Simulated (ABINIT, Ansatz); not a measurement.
# CaO (Lime): G0W0 with ABINIT, start to end, part 3 of 3

How does a plane-wave GW calculation on CaO (Lime) run from the first input to the gap?

ABINIT 10.8.3; PBE and many-body steps on it, plane waves. Known limits of the many-body steps: not at the basis limit.

So far. Step 4 (Empty states on the mesh, 6×6×6 mesh, 522 bands): On this mesh the gap is 3.662 eV. Step 5 (Screening, 6×6×6 mesh, 514 bands, screening to 435.4 eV): Local fields lower ε∞ by 9 %.

**6. Self-energy, 6×6×6 mesh, 514 bands, screening to 435.4 eV**

The self-energy is evaluated for the states that the input lists, and the levels follow from it, in one-shot runs by the linearised quasiparticle equation.

This step: G0W0 on PBE, plane waves, norm-conserving pseudopotentials.

Input file run.abi:

```
acell 3*1.0 Angstrom
rprim 
  -0.000000000000 2.406500000000 2.406500000000
  2.406500000000 -0.000000000000 2.406500000000
  2.406500000000 2.406500000000 -0.000000000000
ntypat 2
znucl 20 8
natom 2
typat 1 2
xred 
  0.000000000000 0.000000000000 0.000000000000
  0.500000000000 0.500000000000 0.500000000000
pp_dirpath "pseudos"
pseudos "Ca.upf, O.upf"
ecut 36
ngkpt 6 6 6
nshiftk 1
shiftk 0 0 0
kptopt 1
chksymbreak 0
istwfk *1
occopt 1
irdwfk 1
optdriver 4
nband 514
gwcalctyp 0
ecutsigx 36
symsigma 1
nkptgw 2
kptgw 
  0.0000000000 0.0000000000 0.0000000000
  0.5000000000 0.5000000000 0.0000000000
bdgw 
  6 12
  7 10
ecuteps 16
irdscr 1
ppmodel 1
indata_prefix "in"
outdata_prefix "out"
tmpdata_prefix "tmp"
```

The run is started by

```sh
$ OMP_NUM_THREADS=1 mpirun -n 8 abinit run.abi > log
```

Numbers of over 12 decimals in the logs are rounded to 6 here.

The log of the run:

```text
.Version 10.8.3 of ABINIT. v10.8.2 released Aug 2026.

 Symmetries : space group Fm -3 m (#225); Bravais cF (face-center cubic)
[... echo of the input left out ...]
== DATASET  1 ==================================================================
-   mpi_nproc: 8, omp_nthreads: 1 (-1 if OMP is not activated)

--- !DatasetInfo
iteration_state: {dtset: 1, }
dimensions: {natom: 2, nkpt: 16, mband: 514, nsppol: 1, nspinor: 1, nspden: 1, mpw: 1964, }
cutoff_energies: {ecut:  36.0, pawecutdg:  -1.0, }
electrons: {nelect:   1.60000000E+01, charge:   0.00000000E+00, occopt:   1.00000000E+00, tsmear:   1.00000000E-02, }

 SIGMA: Calculation of the GW corrections

 Based on a program developped by R.W. Godby, V. Olevano, G. Onida, and L. Reining.
 Incorporated in ABINIT by V. Olevano, G.-M. Rignanese, and M. Torrent.
.Using double precision arithmetic ; gwpc =  8

[... cell and pseudopotentials left out ...]
--------------------------------------------------------------------------------

 ==== K-mesh for the wavefunctions ====
 Number of points in the irreducible wedge :    16
[... list of points left out ...]
 Together with 48 symmetry operations and time-reversal symmetry
 yields   216 points in the full Brillouin Zone.

 ==== Q-mesh for screening function ====
 Number of points in the irreducible wedge :    16
[... list of points left out ...]
 Together with 48 symmetry operations and time-reversal symmetry
 yields   216 points in the full Brillouin Zone.

 vcoul_init : cutoff-mode = AUXILIARY_FUNCTION
 q-points for optical limit:   1
     1)      0.000010    0.000020    0.000030
 setmesh: FFT mesh size selected  =    36x   36x   36
          total number of points  =        46656

 Number of electrons calculated from density =   16.0000; Expected =   16.0000
 average of density, n =  0.085062
 r_s =    1.4106
 omega_plasma =   28.1335 [eV]

 === KS Band Gaps ===
  >>>> For spin  1
   Minimum direct gap =   4.0368 [eV], located at k-point      :   0.5000  0.5000  0.0000
   Fundamental gap    =   3.6624 [eV], Top of valence bands at :   0.0000  0.0000  0.0000
                                       Bottom of conduction at :   0.5000  0.5000  0.0000
 SIGMA fundamental parameters:
 PLASMON POLE MODEL  1
 number of plane-waves for SigmaX                 1917
 number of plane-waves for SigmaC and W            561
 number of plane-waves for wavefunctions          1917
 number of bands                                   514
 number of independent spin polarizations            1
 number of spinorial components                      1
 number of k-points in IBZ                          16
 number of q-points in IBZ                          16
 number of symmetry operations                      48
 number of k-points in BZ                          216
 number of q-points in BZ                          216
 number of frequencies for dSigma/dE                 9
 frequency step for dSigma/dE [eV]                0.25
 number of omega for Sigma on real axis              0
 max omega for Sigma on real axis  [eV]           0.00
 zcut for avoiding poles [eV]                     0.10

 EPSILON^-1 parameters (SCR file):
 dimension of the eps^-1 matrix on file            561
 dimension of the eps^-1 matrix used               561
 number of plane-waves for wavefunctions          1917
 number of bands                                   514
 number of q-points in IBZ                          16
 number of frequencies                               2
 number of real frequencies                          1
 number of imag frequencies                          1

 matrix elements of self-energy operator (all in [eV])

 Perturbative Calculation

--- !SelfEnergy_ee
iteration_state: {dtset: 1, }
kpoint     : [   0.000,    0.000,    0.000, ]
spin       : 1
KS_gap     :    4.714
QP_gap     :    6.344
Delta_QP_KS:    1.630
data: !SigmaeeData |
     Band     E0 <VxcDFT>   SigX SigC(E0)      Z dSigC/dE  Sig(E)    E-E0       E
        6   5.064 -19.387 -24.633   3.635   0.777  -0.286 -20.639  -1.252   3.813
        7   5.064 -19.387 -24.633   3.635   0.777  -0.286 -20.639  -1.252   3.813
        8   5.064 -19.387 -24.633   3.635   0.777  -0.286 -20.639  -1.252   3.813
        9   9.779 -10.893  -6.430  -4.014   0.843  -0.186 -10.515   0.378  10.157
       10  11.292 -13.900  -7.002  -4.968   0.841  -0.189 -12.277   1.623  12.915
       11  11.292 -13.900  -7.002  -4.968   0.841  -0.189 -12.277   1.623  12.915
       12  11.292 -13.900  -7.002  -4.968   0.841  -0.189 -12.277   1.623  12.915

--- !SelfEnergy_ee
iteration_state: {dtset: 1, }
kpoint     : [   0.500,    0.500,    0.000, ]
spin       : 1
KS_gap     :    4.037
QP_gap     :    6.418
Delta_QP_KS:    2.381
data: !SigmaeeData |
     Band     E0 <VxcDFT>   SigX SigC(E0)      Z dSigC/dE  Sig(E)    E-E0       E
        7   4.690 -18.916 -24.314   3.659   0.777  -0.287 -20.268  -1.352   3.338
        8   4.690 -18.916 -24.314   3.659   0.777  -0.287 -20.268  -1.352   3.338
        9   8.727 -11.430  -5.899  -4.319   0.849  -0.177 -10.401   1.029   9.756
       10  13.087 -16.112  -8.832  -5.146   0.831  -0.204 -14.339   1.773  14.860

== END DATASET(S) ==============================================================
================================================================================

 -outvars: echo values of variables after computation  --------
           etotal      0.0000000000E+00
            nband         514
             nkpt          16
          spgroup         225
 [... the other variables as echoed above ...]

 Calculation completed.
```

The job ended after 3 min (8 MPI ranks of Arm Neoverse V2, shared host; peak memory 6.9 GiB; 24 min of CPU time).

This step gave:

```
G0W0 gap on the points computed              : 5.943 eV
starting gap on the mesh                     : 3.662 eV
k of the valence top                         : 0, 0, 0
k of the conduction bottom                   : 0.5, 0.5, 0
Z at the valence top                         : 0.777
Z at the conduction bottom                   : 0.849
least direct G0W0 gap on the computed points : 6.344 eV
```

The gap on the mesh goes from 3.66 eV to 5.94 eV, a correction of +2.28 eV.

Limits: finite bands, cutoff and mesh. v1 is the top filled band, c1 the lowest empty one. Levels before and after the correction, in eV, zero at the valence-band top of each column:

```csv
,conduction bottom,valence top
Kohn-Sham,3.66,0.00
G0W0,5.94,0.00
```

|  | level | energy (eV) |
| --- | --- | --- |
| Kohn-Sham | Γ v3-v1 | 0.000 |
| Kohn-Sham | Γ c1 | 4.714 |
| Kohn-Sham | Γ c2-c4 | 6.228 |
| Kohn-Sham | (0.5 0.5 0) v2-v1 | -0.374 |
| Kohn-Sham | (0.5 0.5 0) c1 | 3.662 |
| Kohn-Sham | (0.5 0.5 0) c2 | 8.023 |
| G0W0 | Γ v3-v1 | 0.000 |
| G0W0 | Γ c1 | 6.344 |
| G0W0 | Γ c2-c4 | 9.102 |
| G0W0 | (0.5 0.5 0) v2-v1 | -0.475 |
| G0W0 | (0.5 0.5 0) c1 | 5.943 |
| G0W0 | (0.5 0.5 0) c2 | 11.047 |

**7. Where the time went**

Times are wall times on 8 MPI ranks of Arm Neoverse V2, shared host, good to a factor of about two.

| step | time | share | memory (GiB) |
| --- | --- | --- | --- |
| ground state | 4.8 s | 1 % | 0.52 |
| bands along the symmetry lines | 4.2 s | 0 % | 0.48 |
| empty states on the mesh | 14 s | 2 % | 2.2 |
| screening | 11 min | 77 % | 6.5 |
| self-energy | 3 min | 20 % | 6.9 |

**8. Outcome**

| Property | Result |
| --- | --- |
| PBE gap | 3.66 eV, indirect |
| G0W0 gap on the mesh | 5.94 eV |
| GW settings | 6×6×6 mesh, 514 bands, screening to 435.4 eV, Godby-Needs plasmon pole |
| known limits | not at the basis limit |

In words: G0W0 moves the gap on the mesh from 3.66 eV to 5.94 eV (+2.28 eV), with Z of 0.78 and 0.85 at the edges. Local fields lower the RPA ε∞ on this mesh from 3.92 to 3.56. Only 2 of the mesh's irreducible points were corrected, so a valley elsewhere could overtake. The dearest step here is «screening». Bands and cutoff are finite, so the gap is not at the basis limit. The miss can reach some tenths of an eV and take either sign; the mesh is an error of its own. In the G0W0 run levels were corrected at 2 k points alone, so a gap called «on the mesh» is the least over those, and an edge elsewhere would be missed.

[Paths, hosts, dates, memory and timing lines, banners, echoed tables and standing remarks are left out of the program output.]

[Logs are printed without paths, hosts, clocks, repeated set-up lines and the standing remarks that a program may print on its own settings, such as how far it seeks lower states.]

[Runs of the session that timed out or met a known fault of the program may be left out.]

[Hosts, paths, dates, database ids (printed as entryN), source tags and the programs' standing remarks are cut or masked in the printed files.]

[G0W0 gaps are taken among the corrected bands and points alone; a level outside them can change the order at an edge.]

[Where Ansatz stands beside ABINIT at settings called matched, ABINIT's density can come from a denser mesh and the files from another edition; pairs whose starting gaps differed by over 0.03 eV were left out, so agreement reads better than it is.]
